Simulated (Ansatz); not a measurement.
# V (hcp): energy against volume

Computed with Ansatz 0.2.0, DFT, RPBE, plane waves (420 eV) with PAW, scalar-relativistic. (PAW data from PBE, frozen cores regenerated.)

The cell is scaled uniformly from the relaxed one, with fractional coordinates and shape fixed. Energies are extrapolated to zero smearing, pressures are those at the given smearing. Magnetic state: spin not included.

A Birch-Murnaghan fit gives V₀ = 14.17 Å³/atom, B₀ = 163 GPa, B₀′ = 3.9.

Q: What are the energy above the minimum and the pressure at 13.070 Å³/atom?

A: 49.6 meV/atom and 15.90 GPa as computed.

Q: What are the energy above the minimum and the pressure at 13.639 Å³/atom?

A: 10.8 meV/atom and 7.19 GPa as computed.

Q: What are the energy above the minimum and the pressure at 14.775 Å³/atom?

A: 12.3 meV/atom and -5.85 GPa as computed.
